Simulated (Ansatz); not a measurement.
# Zr (Im-3m): electronic heat capacity and spin susceptibility from the density of states

The calculation used Ansatz, DFT PBE, scalar-relativistic, plane waves, PAW.

Plane waves to 420 eV, a k mesh through Γ of 16×16×16 on the computed 1-atom cell and Gaussian smearing (0.10 eV); no spin polarisation.

Relaxed cell: Im-3m, a = 3.575 Å, b = 3.575 Å, c = 3.575 Å, α = 90.00°, β = 90.00°, γ = 90.00°, 1 atom in the primitive cell. This bcc form isn't the element's structure at ambient conditions.

The density of states at the Fermi level is 1.670 states/eV in the cell of 1 atom (1 formula unit; both spins, tetrahedra on a 24×24×24 mesh).

Task: What Sommerfeld coefficient and Pauli susceptibility does this give?

Result: Per formula unit N(E_F) = 1.670 states/eV. γ = (π²/3) k_B² N(E_F) N_A = 2.357 mJ/(mol K²) per state/eV, so γ = 3.9 mJ/(mol K²), a mole of formula units. χ_P = μ_B² N(E_F) N_A = 3.23×10⁻⁵ emu/mol per state/eV gives 5.4×10⁻⁵ emu/mol. This is the bare band result: a measured γ of the same phase is as a rule larger by a factor 1 + λ from phonons and spin fluctuations, the spin part of χ is larger by the Stoner factor, and a measured χ also holds orbital and core terms. N(E_F) at one energy is sensitive to the mesh where the density of states has sharp peaks.

Cost: 1 run of about 0.2 core-minutes, on Arm Neoverse V1 (shared hosts).